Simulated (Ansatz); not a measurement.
The system is GaN.

```
Ga N
1.0
     0.00000    2.13524    2.13524
     2.13524    0.00000    2.13524
     2.13524    2.13524    0.00000
Ga N
1 1
Direct
  0.00000 0.00000 0.00000
  0.50000 0.50000 0.50000
```

Measurements of this composition are mostly on another form, of space group No. 186.

Base run:

| Item | Value |
| --- | --- |
| Program | Ansatz 0.2.0 |
| Functional | PBEsol |
| Potentials or basis | Ansatz PAW |
| Cutoff | 420 eV (not typed: the program's choice for these potentials) |
| k mesh | 11 × 11 × 11 |
| Occupations | fermi-dirac, width 0.05 eV |
| Spin | no spin polarisation |

Its results: band gap on the k mesh 0.47 eV, indirect (least direct gap 2.36 eV); pressure -7.7 GPa.

The run is repeated on the same cell with these changes: functional from PBEsol to LDA. What comes out?

Band gap on the k mesh 0.35 eV, indirect (least direct gap 2.42 eV); pressure -13.6 GPa.

LDA binds more tightly than PBEsol, so the same cell stands under less pressure.

Caveats: the k mesh misses the band edges, so the gap on the mesh is wider than the one along the path; the PAW data sets come from PBE, with cores solved anew for the run's functional, which leaves a small shift of forces and pressure.
